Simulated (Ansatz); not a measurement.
Runs of Ansatz 0.2.0 on KF (Carobbiite). The structure is cubic, space group Fm-3m (No. 225). Conventional cell: a = 5.344 Å, b = 5.344 Å, c = 5.344 Å, α = 90.00°, β = 90.00°, γ = 90.00°. K (site symmetry m-3m) is surrounded by 6 F at 2.67 Å. F (site symmetry m-3m) is surrounded by 6 K at 2.67 Å. 

```csv
share of exact exchange,gap on the mesh (eV),pressure (GPa)
0.2,7.79,0.7
0.4,(c),(a)
0.1,6.98,1.0
0.15,7.39,0.8
0.3,8.62,(d)
0.25,8.21,0.5
0.5,10.31,-0.4
0.05,6.58,(b)
```

Alike in all rows: task single point; level HSE06 form with a typed share of exact exchange; potentials or basis Ansatz PAW; no spin polarisation; cell as given; k mesh 5 × 5 × 5; cutoff (eV) 420; smearing fermi-dirac 0.05 eV.

Question: Fill in the values left out.

Answer: (a) -0.1; (b) 1.2; (c) 9.46; (d) 0.3.

Caveats: odd divisions of the mesh miss points on the zone boundary, where band edges often lie, so the gap on the mesh can be too wide; the PAW data sets come from PBE, with cores solved anew for the run's functional, which leaves a small shift of forces and pressure; the thresholds are loose for stress.

